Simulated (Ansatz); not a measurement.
Runs of Ansatz 0.2.0 on Al2Cu. Symmetry: P4/mmm, No. 123, tetragonal system. Conventional cell: a = 4.105 Å, b = 4.105 Å, c = 2.891 Å, α = 90.00°, β = 90.00°, γ = 90.00°. Cu (site symmetry 4/mmm) is surrounded by 8 Al at 2.51 Å. Al (site symmetry mmm) is surrounded by 4 Cu at 2.51 Å. The cell comes from a database or a generator and needn't be the stable form of this composition.

```csv
level,cutoff (eV),gap on the mesh (eV),pressure (GPa),relaxed volume (Å³/atom)
LDA,420,none,0.0,15.38
PBEsol,420,none,0.0,15.84
RPBE,420,none,0.0,16.74
r2SCAN,500,none,0.0,15.88
revPBE,420,none,0.0,(b)
BLYP,420,none,0.0,(a)
```

Alike in all rows: task relaxation of cell and atoms; potentials or basis Ansatz PAW; no spin polarisation; cell relaxed; k mesh 7 × 7 × 9; smearing fermi-dirac 0.05 eV.

Problem. Fill in the values left out.

Solution. (a) 17.10; (b) 16.64.

Caveats: the plane-wave basis is chosen anew once the cell has moved, so the energies of steps on either side of that aren't comparable; the PAW data sets come from PBE, with cores solved anew for the run's functional, which leaves a small shift of forces and pressure.

A gap of «none» marks a metal or a gap under the smearing width.

Runs at the PBE level aren't shown here.
